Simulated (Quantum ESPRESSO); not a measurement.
Wanted: the native input for a Quantum ESPRESSO 7.5 run.

```
Task                : band structure
Functional          : PBE
Potentials or basis : JTH 2.0 PBE
Cutoff              : 490 eV
Density cutoff      : 2939 eV
k mesh              : 8 × 8 × 8
Occupations         : fermi-dirac, width 0.05 eV
Spin                : no spin polarisation
Mixing beta         : 0.5
Most SCF iterations : 120
SCF threshold       : 4e-10 Ry
```

Crystal: PbS (Galena).

```
Pb S
1.0
     0.00000    2.96575    2.96575
     2.96575    0.00000    2.96575
     2.96575    2.96575    0.00000
Pb S
1 1
Direct
  0.00000 0.00000 0.00000
  0.50000 0.50000 0.50000
```

The input as run:

pw.in

```
&CONTROL
  calculation = 'scf'
  prefix = 'pwscf'
  outdir = './tmp'
  pseudo_dir = './pseudo'
  tprnfor = .true.
  tstress = .true.
  disk_io = 'low'
/
&SYSTEM
  ibrav = 0
  nat = 2
  ntyp = 2
  ecutwfc = 36
  ecutrho = 216
  nbnd = 16
  occupations = 'smearing'
  smearing = 'fd'
  degauss = 0.00367493
/
&ELECTRONS
  conv_thr = 4d-10
  electron_maxstep = 120
  mixing_beta = 0.5
/
ATOMIC_SPECIES
Pb   207.2000 Pb.GGA_PBE-JTH.UPF
S     32.0600 S.GGA_PBE-JTH.UPF
CELL_PARAMETERS angstrom
   0.0000000000    2.9657500000    2.9657500000
   2.9657500000    0.0000000000    2.9657500000
   2.9657500000    2.9657500000    0.0000000000
ATOMIC_POSITIONS crystal
Pb     0.0000000000    0.0000000000    0.0000000000
S      0.5000000000    0.5000000000    0.5000000000
K_POINTS automatic
8 8 8 0 0 0
```

bands.in

```
&CONTROL
  calculation = 'bands'
  prefix = 'pwscf'
  outdir = './tmp'
  pseudo_dir = './pseudo'
  disk_io = 'low'
  verbosity = 'high'
/
&SYSTEM
  ibrav = 0
  nat = 2
  ntyp = 2
  ecutwfc = 36
  ecutrho = 216
  nbnd = 16
  occupations = 'smearing'
  smearing = 'fd'
  degauss = 0.00367493
/
&ELECTRONS
  conv_thr = 1d-08
  electron_maxstep = 120
  mixing_beta = 0.5
  diago_full_acc = .true.
/
ATOMIC_SPECIES
Pb   207.2000 Pb.GGA_PBE-JTH.UPF
S     32.0600 S.GGA_PBE-JTH.UPF
CELL_PARAMETERS angstrom
   0.0000000000    2.9657500000    2.9657500000
   2.9657500000    0.0000000000    2.9657500000
   2.9657500000    2.9657500000    0.0000000000
ATOMIC_POSITIONS crystal
Pb     0.0000000000    0.0000000000    0.0000000000
S      0.5000000000    0.5000000000    0.5000000000
K_POINTS crystal
60
 0.0000000000  0.0000000000  0.0000000000 1
 0.0625000000  0.0000000000  0.0625000000 1
 0.1250000000  0.0000000000  0.1250000000 1
 0.1875000000  0.0000000000  0.1875000000 1
 0.2500000000  0.0000000000  0.2500000000 1
 0.3125000000  0.0000000000  0.3125000000 1
 0.3750000000  0.0000000000  0.3750000000 1
 0.4375000000  0.0000000000  0.4375000000 1
 0.5000000000  0.0000000000  0.5000000000 1
 0.5000000000  0.0625000000  0.5625000000 1
 0.5000000000  0.1250000000  0.6250000000 1
 0.5000000000  0.1875000000  0.6875000000 1
 0.5000000000  0.2500000000  0.7500000000 1
 0.4375000000  0.3125000000  0.7500000000 1
 0.3750000000  0.3750000000  0.7500000000 1
 0.3375000000  0.3375000000  0.6750000000 1
 0.3000000000  0.3000000000  0.6000000000 1
 0.2625000000  0.2625000000  0.5250000000 1
 0.2250000000  0.2250000000  0.4500000000 1
 0.1875000000  0.1875000000  0.3750000000 1
 0.1500000000  0.1500000000  0.3000000000 1
 0.1125000000  0.1125000000  0.2250000000 1
 0.0750000000  0.0750000000  0.1500000000 1
 0.0375000000  0.0375000000  0.0750000000 1
 0.0000000000  0.0000000000  0.0000000000 1
 0.0625000000  0.0625000000  0.0625000000 1
 0.1250000000  0.1250000000  0.1250000000 1
 0.1875000000  0.1875000000  0.1875000000 1
 0.2500000000  0.2500000000  0.2500000000 1
 0.3125000000  0.3125000000  0.3125000000 1
 0.3750000000  0.3750000000  0.3750000000 1
 0.4375000000  0.4375000000  0.4375000000 1
 0.5000000000  0.5000000000  0.5000000000 1
 0.5250000000  0.4500000000  0.5250000000 1
 0.5500000000  0.4000000000  0.5500000000 1
 0.5750000000  0.3500000000  0.5750000000 1
 0.6000000000  0.3000000000  0.6000000000 1
 0.6250000000  0.2500000000  0.6250000000 1
 0.5833333333  0.2500000000  0.6666666667 1
 0.5416666667  0.2500000000  0.7083333333 1
 0.5000000000  0.2500000000  0.7500000000 1
 0.5000000000  0.2857142857  0.7142857143 1
 0.5000000000  0.3214285714  0.6785714286 1
 0.5000000000  0.3571428571  0.6428571429 1
 0.5000000000  0.3928571429  0.6071428571 1
 0.5000000000  0.4285714286  0.5714285714 1
 0.5000000000  0.4642857143  0.5357142857 1
 0.5000000000  0.5000000000  0.5000000000 1
 0.4821428571  0.4821428571  0.5357142857 1
 0.4642857143  0.4642857143  0.5714285714 1
 0.4464285714  0.4464285714  0.6071428571 1
 0.4285714286  0.4285714286  0.6428571429 1
 0.4107142857  0.4107142857  0.6785714286 1
 0.3928571429  0.3928571429  0.7142857143 1
 0.3750000000  0.3750000000  0.7500000000 1
 0.6250000000  0.2500000000  0.6250000000 1
 0.5937500000  0.1875000000  0.5937500000 1
 0.5625000000  0.1250000000  0.5625000000 1
 0.5312500000  0.0625000000  0.5312500000 1
 0.5000000000  0.0000000000  0.5000000000 1
```

Potentials or basis: JTH 2.0 PBE.

The run is started by

```console
$ OMP_NUM_THREADS=1 pw.x -in pw.in > pw.out
$ OMP_NUM_THREADS=1 pw.x -in bands.in > bands.out
```

Results of the run:

```json
{"Band gap on the k mesh": "0.36 eV, direct", "Band gap along the path": "0.36 eV, direct"}
```

Caveat: some levels on the path didn't converge; spin-orbit coupling is left out, which as a rule narrows the gap of such compounds by several tenths of an eV.

Wall time 24 s on 1 thread of INTEL(R) XEON(R) PLATINUM 8581C CPU @ 2.30GHz (Emerald Rapids) (shared host), peak memory 0.12 GiB.
